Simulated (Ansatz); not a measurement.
# MgSi (Cmcm) in Ansatz: further runs

Runs on MgSi. Level: r2SCAN. Tasks: band structure, single point, equation of state.

Everything below comes from runs of Ansatz 0.2.0. Logs are shortened: lines on timing, memory, paths and dates and some standing lists are left out, and cuts for length are marked.

## 1. Starting point

The structure is orthorhombic, space group Cmcm (No. 63). The conventional cell has a = 3.005 Å, b = 10.852 Å, c = 4.340 Å, α = 90.00°, β = 90.00°, γ = 90.00°. Si (site symmetry m2m) has 4 Si at 2.66 to 3.01 Å and 7 Mg at 2.83 to 3.00 Å as nearest neighbours. Around Mg (site symmetry m2m) lie 7 Si at 2.83 to 3.00 Å and 6 Mg at 3.01 to 3.18 Å.

The cell comes from a database or a generator and needn't be the stable form of this composition.

## 2. Band structure, r2SCAN

Contents of input.yaml:

```yaml
crystal:
  lattice:
    - [1.502512, -5.426016, 0.0]
    - [1.502512, 5.426016, 0.0]
    - [0.0, 0.0, 4.340178]
  atoms:
    - { symbol: Si, position: [0.570638, 0.429362, 0.75] }
    - { symbol: Si, position: [0.429362, 0.570638, 0.25] }
    - { symbol: Mg, position: [0.168381, 0.831619, 0.25] }
    - { symbol: Mg, position: [0.831619, 0.168381, 0.75] }
hamiltonian:
  xc: r2scan
  pseudopotentials: { kind: paw }
kpoints:
  mp_grid: { grid: [9, 9, 6] }
  band_path:
    path:
      - [[0.0, 0.0, 0.0], [0.2691696316, 0.2691696316, 0.0], [0.0, 0.5, 0.0], [0.0, 0.5, 0.5], [0.2691696316, 0.2691696316, 0.5], [0.0, 0.0, 0.5], [0.0, 0.0, 0.0], [-0.5, 0.5, 0.0], [-0.2691696316, 0.7308303684, 0.0], [-0.2691696316, 0.7308303684, 0.5], [-0.5, 0.5, 0.5], [-0.5, 0.5, 0.0]]
      - [[0.0, 0.0, 0.5], [-0.5, 0.5, 0.5]]
    npoints: 14
scf:
  occupations: { method: fermi_dirac, width: 0.05 }
  n_extra_bands: 10
output:
  forces: true
  stress: true
  eigenvalues: true
  fatbands: false
  write_density: true
  write_potential: true
  elf: true
  volumetric_format: npy
```

Potentials or basis: Ansatz PAW.

Command:

```sh
$ ansatz run input.yaml --threads 2 --pin off --max-ram 5632MiB --backend cpu --events-out ev --progress --plain --runs-dir out
```

The program printed:

```text
Warning: RAYON_NUM_THREADS=2 ignored (pool sized by the plan → 2); use --threads N
scf.n_extra_bands = 10 over 14 filled bands (N_el = 28.0): the run solves 24 bands
Engine: ansatz 0.2.0, x86_64-unknown-linux-gnu
Pseudopotentials: kind: paw
Pseudopotential: Si, paw, valence charge 4, recommended cutoff 500 eV (meta_gga), Si.paw.azcp
Pseudopotential: Mg, paw, valence charge 10, recommended cutoff 500 eV (meta_gga), Mg.paw.azcp
Functional definition: r2SCAN
  parameter k0 = 0.174
  parameter k1 = 0.065
  parameter a1 = 4.9479
  exchange = r2scan_x(k0 = k0, k1 = k1, a1 = a1)
  correlation = r2scan_c
Crystal: 4 atoms, lattice volume = 70.768 Å³
Basis set: ecut = 500 eV, 1793 PW (Γ), exchange–correlation on 180×180×128 points (64 copies of the dense FFT grid, shifted against one another)
Bands: 24, of which v1, the nominal top of the filled ones, is band 14 counted from 1 (13 counted from 0)
Symmetry: 8 space group operations
Space group: Cmcm (ITA 63), of the structure as read, at distance tolerance 4.1e-5 Å
k-points: 100 of 486
Non-local potential: Si, projectors of the file, l = 0: 2, l = 1: 2, l = 2: 2
Non-local potential: Mg, projectors of the file, l = 0: 3, l = 1: 2, l = 2: 1
PAW form: soft (Blöchl's): semilocal exchange-correlation on the pseudo side does not see the compensation charge
PAW frozen core: Si, regenerated for the run's functional (the file was generated under x = pbe(κ = 0.804, μ = 0.2195149727645171), c = pbe(β = 0.06672455060314922))
PAW frozen core: Mg, regenerated for the run's functional (the file was generated under x = pbe(κ = 0.804, μ = 0.2195149727645171), c = pbe(β = 0.06672455060314922))
PAW one-centre angular grid: Si, 302 points (default); XC on 160 Gauss nodes
PAW one-centre angular grid: Mg, 302 points (default); XC on 224 Gauss nodes
Initial density: superposition of atomic densities (neutral atoms: chi_scale 0, normalization atom), corrected by the library's trained network
Initial wavefunctions: pseudopotential atomic-orbital guess
Functional: x = r2scan, c = r2scan; τ floored in thin density (d = 2e-4 eV/Å³)
SCF iter   1: F=—  HF=-5130.260094 eV  |F-HF|=—  |Δ(HF+E_count)|=         —  Δρ=7.12e-3  dr2=1.89e-2  dr2_τ=6.27e-3  ethr=1.77e-3  ⟨swp⟩=5.6  Hψ=12207  notcnv=0  defer=96
preconditioner: auto → Kerker (q_TF=auto, 2.338 Å⁻¹)  [metal: Δε(μ)=0.014 eV  Ē_g=10.477 eV  σ=0.050 eV  W_gap=0.07  n_scr=14 (ndim 8)  ℏωp=15.3 eV  f_vac=0.000  D(μ)=1.68/eV (n_scr^D=8)]
SCF iter   2: F=—  HF=-5130.301012 eV  |F-HF|=—  |Δ(HF+E_count)|=   4.09e-2  Δρ=3.59e-3  dr2=6.72e-3  dr2_τ=8.28e-5  ethr=6.76e-5  ⟨swp⟩=2.0  Hψ=5254  notcnv=0  defer=346
SCF iter   3: F=—  HF=-5130.302930 eV  |F-HF|=—  |Δ(HF+E_count)|=   1.92e-3  Δρ=1.37e-3  dr2=1.41e-3  dr2_τ=1.34e-5  ethr=2.40e-5  ⟨swp⟩=3.0  Hψ=3942  notcnv=0  defer=346
SCF iter   4: F=—  HF=-5130.303349 eV  |F-HF|=—  |Δ(HF+E_count)|=   4.19e-4  Δρ=2.86e-4  dr2=9.37e-5  dr2_τ=3.10e-7  ethr=5.05e-6  ⟨swp⟩=2.0  Hψ=2583  notcnv=0  defer=346
SCF iter   5: F=—  HF=-5130.303380 eV  |F-HF|=—  |Δ(HF+E_count)|=   3.01e-5  Δρ=6.22e-5  dr2=3.06e-6  dr2_τ=4.83e-8  ethr=3.34e-7  ⟨swp⟩=2.2  Hψ=3124  notcnv=0  defer=346
SCF iter   6: F=—  HF=-5130.303381 eV  |F-HF|=—  |Δ(HF+E_count)|=   1.05e-6  Δρ=1.33e-5  dr2=3.94e-7  dr2_τ=2.09e-9  ethr=1.09e-8  ⟨swp⟩=2.2  Hψ=2899  notcnv=0  defer=346
SCF iter   7: F=-5130.303381 eV  HF=-5130.303381 eV  |F-HF|=2.66e-8  |Δ(HF+E_count)|=  4.38e-10  Δρ=5.73e-6  dr2=7.88e-8  dr2_τ=1.52e-10  ethr=3.57e-10  ⟨swp⟩=13.2  Hψ=15577  notcnv=0
SCF 1 converged in 7 iterations: F = -5130.303381 eV  dr2 = 7.88e-8
NSCF: frozen V_eff on 170 k-points
SCF converged after 7 iterations
Free energy (F): -5130.303381 eV
Harris-Foulkes:  -5130.303381 eV  (|F-HF|=2.66e-8)
Internal energy: -5130.289037 eV  (E = F + TS)
E sigma→0 (E₀):  -5130.296209 eV
Entropy (-TS):   -0.014344 eV (-3.586 meV/atom)
Fermi energy:    8.124068 eV
--- Per-component energies (eV) ---
  E_band       = -676.712684
  E_kinetic    = 230.011448
  E_local      = -3326.275814  (includes V_loc(G=0)·N_el)
  E_nonlocal   = 240.655633
  E_hartree    = 1219.305282
  E_xc         = -156.973847
  E_vxc        = -178.483506  (∫ρ·V_xc dr)
  E_paw        = -1630.491524  (= ΣΔE_a)
  E_vpaw       = -90.585896  (= ΣTr[D̂ρ^β])
  E_aug_tail   = 0.000007  (compensation charges beyond the density's cutoff)
  E_vtau       = 9.358303  (kinetic-family band-sum trace: ∫τ·v_τ [+ j·A + Jᵃ·Aᵃ] dr)
  E_ewald      = -1706.314940
  E_core_change = -0.205282  (= ΣΔE_core)
  E_smearing   = -0.014344  (= −TS)
  E_closure    = 0.000000  (closes the sum)
  Σ components = -5130.303381   (vs F -5130.303381, Δ=0.00e0)
--- Forces (eV/Å), atoms counted from 1 ---
  atom   1  Si     0.00000000     0.10634223     0.00000000
  atom   2  Si     0.00000000    -0.10634223     0.00000000
  atom   3  Mg     0.00000000     0.18855116     0.00000000
  atom   4  Mg     0.00000000    -0.18855116     0.00000000
  max |Σ_I F_I| component: 2.78e-17 eV/Å
--- Stress (GPa, compression-positive) ---
       -1.828698       0.000000       0.000000
        0.000000      -1.264043       0.000000
        0.000000       0.000000      -0.296464
  P = ⅓ Tr σ = -1.1297 GPa (-11.297 kbar)
--- Band table (eV; the first three rows and the last of 100) ---
  k-point 0: bands = ["-70.9331", "-70.9310", "-36.0409", "-36.0391", "-36.0313", "-36.0239", "-36.0232", "-36.0182", "-3.9245", "0.8279", "2.8353", "3.9507", "5.7708", "8.9658", "10.5799", "10.7356", "11.1705", "11.8228", "14.3925", "15.2492", "16.0465", "17.2619", "19.8424", "20.0443"]
  k-point 1: bands = ["-70.9330", "-70.9311", "-36.0412", "-36.0401", "-36.0301", "-36.0235", "-36.0235", "-36.0186", "-3.7052", "0.5119", "3.0051", "3.0387", "7.4188", "7.5415", "8.7056", "11.9938", "12.4023", "13.6090", "14.3260", "15.4192", "16.3019", "17.5355", "18.4258", "20.1370"]
  k-point 2: bands = ["-70.9326", "-70.9315", "-36.0417", "-36.0414", "-36.0278", "-36.0243", "-36.0225", "-36.0196", "-3.0554", "-0.6641", "2.9581", "3.5806", "5.7263", "6.6284", "10.6945", "12.4875", "13.9536", "14.7920", "15.6752", "15.9755", "17.4269", "17.6961", "18.4309", "18.7057"]
  k-point 99: bands = ["-70.9321", "-70.9321", "-36.0423", "-36.0423", "-36.0255", "-36.0255", "-36.0211", "-36.0211", "-1.7049", "-1.7049", "1.7341", "1.7341", "9.5983", "9.5983", "11.2818", "11.2818", "13.1180", "13.1180", "14.5414", "14.5414", "16.4188", "16.4188", "18.4717", "18.4717"]
```

bands.tsv:

```text
# k_distance	band_0	band_1	band_2	band_3	band_4	band_5	band_6	band_7	band_8	band_9	band_10	band_11	band_12	band_13	band_14	band_15	band_16	band_17	band_18	band_19	band_20	band_21	band_22	band_23
# fermi_ev = 8.124068
# lock_threshold_ev = 1e-6
[... 187 lines left out ...]
8.753182	-79.056124	-79.056124	-44.166366	-44.166366	-44.149538	-44.149538	-44.145122	-44.145122	-9.836157	-9.836157	-6.364551	-6.364551	1.287746	1.287746	3.351043	3.351043	4.995924	4.995924	6.417445	6.417445	8.306519	8.306519	10.364744	10.364744
8.794538	-79.056123	-79.056123	-44.166377	-44.166377	-44.149527	-44.149527	-44.145122	-44.145122	-9.822380	-9.822380	-6.413018	-6.413018	1.690586	1.690586	2.934921	2.934921	4.992213	4.992213	6.417562	6.417562	8.283957	8.283957	10.332116	10.332116
8.835894	-79.056122	-79.056122	-44.166381	-44.166381	-44.149523	-44.149523	-44.145121	-44.145121	-9.817655	-9.817655	-6.429325	-6.429325	1.910764	1.910764	2.710027	2.710027	4.990961	4.990961	6.417965	6.417965	8.276320	8.276320	10.321161	10.321161
```

rho_z.tsv:

```text
# z_ang	rho[e/angstrom^3]
# format = ansatz-planar-average/11
# lattice	1.502512000	-5.426016000	0.000000000
# lattice	1.502512000	5.426016000	0.000000000
# lattice	0.000000000	0.000000000	4.340178000
# sites	4
# site	14	1.502512000	-0.766565836	3.255133500
# site	14	1.502512000	0.766565836	1.085044500
# site	12	1.502512000	3.598740000	1.085044500
# site	12	1.502512000	-3.598740000	3.255133500
0.000000	1.683864e-1
0.135631	1.704528e-1
0.271261	1.769350e-1
0.406892	1.922926e-1
0.542522	2.423787e-1
0.678153	3.758577e-1
[... 24 lines left out ...]
4.068917	1.769350e-1
4.204547	1.704528e-1
```

Run time: 30 s. Hardware: 2 threads of Intel Xeon at 2.50GHz (Skylake/Cascade Lake), shared host; peak memory 0.77 GiB.

What came out:

```
Free energy            : -5130.3034 eV
Pressure               : -1.1 GPa
Largest force          : 0.189 eV/Å
Band gap on the k mesh : none (metal or under the smearing width)
```

Forces in eV/Å, atoms in the order of the input:
```
Si   0.000  0.106  0.000
Si   0.000 -0.106  0.000
Mg   0.000  0.189  0.000
Mg   0.000 -0.189  0.000
```

Stress tensor (GPa, compression positive):
```
-1.83  0.00  0.00
 0.00 -1.26  0.00
 0.00  0.00 -0.30
```

Levels at the corners of the path, in eV from the Fermi level:
| point | band 11 | band 12 | band 13 | band 14 | band 15 | band 16 | band 17 | band 18 |
| --- | --- | --- | --- | --- | --- | --- | --- | --- |
| Γ | -5.29 | -4.17 | -2.35 | 0.84 | 2.46 | 2.61 | 3.05 | 3.70 |
| X | -5.76 | -2.04 | -1.79 | -1.06 | 0.19 | 1.79 | 2.35 | 2.88 |
| S | -4.94 | -3.20 | -1.78 | -0.68 | 0.23 | 1.99 | 2.27 | 3.16 |
| R | -4.33 | -4.33 | -2.79 | -2.79 | -0.10 | -0.10 | 2.95 | 2.95 |
| A | -4.22 | -4.22 | -3.25 | -3.25 | 1.03 | 1.03 | 2.00 | 2.00 |
| Z | -4.47 | -4.47 | -2.80 | -2.80 | 5.10 | 5.10 | 5.79 | 5.79 |
| Γ | -5.29 | -4.17 | -2.35 | 0.84 | 2.46 | 2.61 | 3.05 | 3.70 |
| Y | -3.83 | -2.86 | -1.91 | -1.07 | 1.26 | 2.48 | 3.49 | 6.40 |
| X1 | -5.76 | -2.04 | -1.79 | -1.06 | 0.19 | 1.79 | 2.35 | 2.88 |
| A1 | -4.22 | -4.22 | -3.25 | -3.25 | 1.03 | 1.03 | 2.00 | 2.00 |
| T | -6.43 | -6.43 | 1.91 | 1.91 | 2.71 | 2.71 | 4.99 | 4.99 |
| Y | -3.83 | -2.86 | -1.91 | -1.07 | 1.26 | 2.48 | 3.49 | 6.40 |
| Z | -4.47 | -4.47 | -2.80 | -2.80 | 5.10 | 5.10 | 5.79 | 5.79 |
| T | -6.43 | -6.43 | 1.91 | 1.91 | 2.71 | 2.71 | 4.99 | 4.99 |

Caveat: the PAW data sets come from PBE, with cores solved anew for the run's functional, which leaves a small shift of forces and pressure.

## 3. Single point, r2SCAN, 16.63 Å³/atom (volume scaled by 0.94)

Contents of input.yaml:

```yaml
crystal:
  lattice:
    - [1.4718398834, -5.3152498993, 0.0]
    - [1.4718398834, 5.3152498993, 0.0]
    - [0.0, 0.0, 4.2515780782]
  atoms:
    - { symbol: Si, position: [0.570638, 0.429362, 0.75] }
    - { symbol: Si, position: [0.429362, 0.570638, 0.25] }
    - { symbol: Mg, position: [0.168381, 0.831619, 0.25] }
    - { symbol: Mg, position: [0.831619, 0.168381, 0.75] }
hamiltonian:
  xc: r2scan
  pseudopotentials: { kind: paw }
kpoints:
  mp_grid: { grid: [9, 9, 6] }
scf:
  occupations: { method: fermi_dirac, width: 0.05 }
output:
  forces: true
  stress: true
  eigenvalues: true
  write_density: true
  write_potential: true
  elf: true
  volumetric_format: npy
```

Potentials or basis: Ansatz PAW.

Command:

```sh
$ ansatz run input.yaml --threads 2 --pin off --max-ram 5632MiB --backend cpu --events-out ev --progress --plain --runs-dir out
```

It took 20 s on 2 threads of Intel Xeon at 2.50GHz (Skylake/Cascade Lake), shared host; peak memory 0.73 GiB.

Results (log left out):

```yaml
Free_energy: -5130.2803 eV
Pressure: 3.1 GPa
Largest_force: 0.157 eV/Å
Band_gap_on_the_k_mesh: none (metal or under the smearing width)
```

Caveat: the PAW data sets come from PBE, with cores solved anew for the run's functional, which leaves a small shift of forces and pressure.

## 4. Single point, r2SCAN, 16.98 Å³/atom (volume scaled by 0.96)

Changes to input.yaml since step 3:

```diff
@@ -2,5 +2,5 @@
   lattice:
-    - [1.4718398834, -5.3152498993, 0.0]
-    - [1.4718398834, 5.3152498993, 0.0]
-    - [0.0, 0.0, 4.2515780782]
+    - [1.4822052945, -5.3526824699, 0.0]
+    - [1.4822052945, 5.3526824699, 0.0]
+    - [0.0, 0.0, 4.2815197553]
   atoms:
@@ -21,5 +21 @@
   eigenvalues: true
-  write_density: true
-  write_potential: true
-  elf: true
-  volumetric_format: npy
```

Command:

```sh
$ ansatz run input.yaml --threads 2 --pin off --max-ram 5632MiB --backend cpu --events-out ev --progress --plain --runs-dir out
```

Run time: 16 s. Hardware: 2 threads of Intel Xeon at 2.50GHz (Skylake/Cascade Lake), shared host; peak memory 0.74 GiB.

It converged, with:

| Property | Result |
| --- | --- |
| Free energy | -5130.3007 eV |
| Pressure | 1.5 GPa |
| Largest force | 0.167 eV/Å |
| Band gap on the k mesh | none (metal or under the smearing width) |

Caveat: the PAW data sets come from PBE, with cores solved anew for the run's functional, which leaves a small shift of forces and pressure.

## 5. Single point, r2SCAN, 17.34 Å³/atom (volume scaled by 0.98)

Changes to input.yaml since step 4:

```diff
@@ -2,5 +2,5 @@
   lattice:
-    - [1.4822052945, -5.3526824699, 0.0]
-    - [1.4822052945, 5.3526824699, 0.0]
-    - [0.0, 0.0, 4.2815197553]
+    - [1.492427723, -5.389598688, 0.0]
+    - [1.492427723, 5.389598688, 0.0]
+    - [0.0, 0.0, 4.3110484109]
   atoms:
```

Command:

```sh
$ ansatz run input.yaml --threads 2 --pin off --max-ram 5632MiB --backend cpu --events-out ev --progress --plain --runs-dir out
```

It took 15 s on 2 threads of Intel Xeon at 2.50GHz (Skylake/Cascade Lake), shared host; peak memory 0.74 GiB.

Results (log left out):

| Quantity | Value |
| --- | --- |
| Free energy | -5130.3079 eV |
| Pressure | 0.1 GPa |
| Largest force | 0.178 eV/Å |
| Band gap on the k mesh | none (metal or under the smearing width) |

Caveat: the PAW data sets come from PBE, with cores solved anew for the run's functional, which leaves a small shift of forces and pressure.

## 6. Single point, r2SCAN, 17.69 Å³/atom

Changes to input.yaml since step 5:

```diff
@@ -2,5 +2,5 @@
   lattice:
-    - [1.492427723, -5.389598688, 0.0]
-    - [1.492427723, 5.389598688, 0.0]
-    - [0.0, 0.0, 4.3110484109]
+    - [1.502512, -5.426016, 0.0]
+    - [1.502512, 5.426016, 0.0]
+    - [0.0, 0.0, 4.340178]
   atoms:
```

Potentials or basis: Ansatz PAW.

Command:

```sh
$ ansatz run input.yaml --threads 2 --pin off --max-ram 5632MiB --backend cpu --events-out ev --progress --plain --runs-dir out
```

Wall time 16 s (2 threads of Intel Xeon at 2.50GHz (Skylake/Cascade Lake), shared host); peak memory 0.74 GiB.

The run converged. Its results:

| Item | Value |
| --- | --- |
| Free energy | -5130.3034 eV |
| Pressure | -1.1 GPa |
| Largest force | 0.189 eV/Å |
| Band gap on the k mesh | none (metal or under the smearing width) |

Caveat: the PAW data sets come from PBE, with cores solved anew for the run's functional, which leaves a small shift of forces and pressure.

## 7. Single point, r2SCAN, 18.05 Å³/atom (volume scaled by 1.02)

Changes to input.yaml since step 6:

```diff
@@ -2,5 +2,5 @@
   lattice:
-    - [1.502512, -5.426016, 0.0]
-    - [1.502512, 5.426016, 0.0]
-    - [0.0, 0.0, 4.340178]
+    - [1.5124627006, -5.461950928, 0.0]
+    - [1.5124627006, 5.461950928, 0.0]
+    - [0.0, 0.0, 4.3689217383]
   atoms:
@@ -21 +21,5 @@
   eigenvalues: true
+  write_density: true
+  write_potential: true
+  elf: true
+  volumetric_format: npy
```

Command:

```sh
$ ansatz run input.yaml --threads 2 --pin off --max-ram 5632MiB --backend cpu --events-out ev --progress --plain --runs-dir out
```

It took 21 s on 2 threads of Intel Xeon at 2.50GHz (Skylake/Cascade Lake), shared host; peak memory 0.74 GiB.

It converged, with:

| Item | Value |
| --- | --- |
| Free energy | -5130.2884 eV |
| Pressure | -2.2 GPa |
| Largest force | 0.200 eV/Å |
| Band gap on the k mesh | none (metal or under the smearing width) |

Caveat: the PAW data sets come from PBE, with cores solved anew for the run's functional, which leaves a small shift of forces and pressure.

## 8. Single point, r2SCAN, 18.40 Å³/atom (volume scaled by 1.04)

Changes to input.yaml since step 7:

```diff
@@ -2,5 +2,5 @@
   lattice:
-    - [1.5124627006, -5.461950928, 0.0]
-    - [1.5124627006, 5.461950928, 0.0]
-    - [0.0, 0.0, 4.3689217383]
+    - [1.5222841622, -5.4974191357, 0.0]
+    - [1.5222841622, 5.4974191357, 0.0]
+    - [0.0, 0.0, 4.397292155]
   atoms:
@@ -21,5 +21 @@
   eigenvalues: true
-  write_density: true
-  write_potential: true
-  elf: true
-  volumetric_format: npy
```

Command:

```sh
$ ansatz run input.yaml --threads 2 --pin off --max-ram 5632MiB --backend cpu --events-out ev --progress --plain --runs-dir out
```

Wall time 17 s (2 threads of Intel Xeon at 2.50GHz (Skylake/Cascade Lake), shared host); peak memory 0.79 GiB.

It converged, with:

```
Free energy            : -5130.2641 eV
Pressure               : -3.2 GPa
Largest force          : 0.210 eV/Å
Band gap on the k mesh : none (metal or under the smearing width)
```

Caveat: the PAW data sets come from PBE, with cores solved anew for the run's functional, which leaves a small shift of forces and pressure.

## 9. Single point, r2SCAN, 18.75 Å³/atom (volume scaled by 1.06)

Changes to input.yaml since step 8:

```diff
@@ -2,5 +2,5 @@
   lattice:
-    - [1.5222841622, -5.4974191357, 0.0]
-    - [1.5222841622, 5.4974191357, 0.0]
-    - [0.0, 0.0, 4.397292155]
+    - [1.531980501, -5.5324354883, 0.0]
+    - [1.531980501, 5.5324354883, 0.0]
+    - [0.0, 0.0, 4.4253011404]
   atoms:
```

Potentials or basis: Ansatz PAW.

Command:

```sh
$ ansatz run input.yaml --threads 2 --pin off --max-ram 5632MiB --backend cpu --events-out ev --progress --plain --runs-dir out
```

Run time: 17 s. Hardware: 2 threads of Intel Xeon at 2.50GHz (Skylake/Cascade Lake), shared host; peak memory 0.79 GiB.

It converged, with:

| Property | Result |
| --- | --- |
| Free energy | -5130.2314 eV |
| Pressure | -4.1 GPa |
| Largest force | 0.219 eV/Å |
| Band gap on the k mesh | none (metal or under the smearing width) |

Caveat: the PAW data sets come from PBE, with cores solved anew for the run's functional, which leaves a small shift of forces and pressure.

## 10. Equation of state, r2SCAN

Potentials or basis: Ansatz PAW.

No new run: the results of the series are fitted here.

Results:

| Quantity | Value |
| --- | --- |
| Equilibrium volume | 17.37 Å³/atom |
| Bulk modulus at fixed shape and positions | 64 GPa |
| Pressure derivative of the bulk modulus | 4.7 |

Energy against volume, from the lowest point:
| volume (Å³/atom) | energy (meV/atom) |
| --- | --- |
| 16.630 | 6.91 |
| 16.984 | 1.80 |
| 17.338 | 0.00 |
| 17.692 | 1.14 |
| 18.046 | 4.88 |
| 18.400 | 10.95 |
| 18.754 | 19.13 |

Caveat: the cell was scaled at fixed shape and fractional positions, which overstates the stiffness of a crystal with free parameters, most of all of layers and chains; the PAW data sets were made with another functional, which shifts forces and pressure a little.
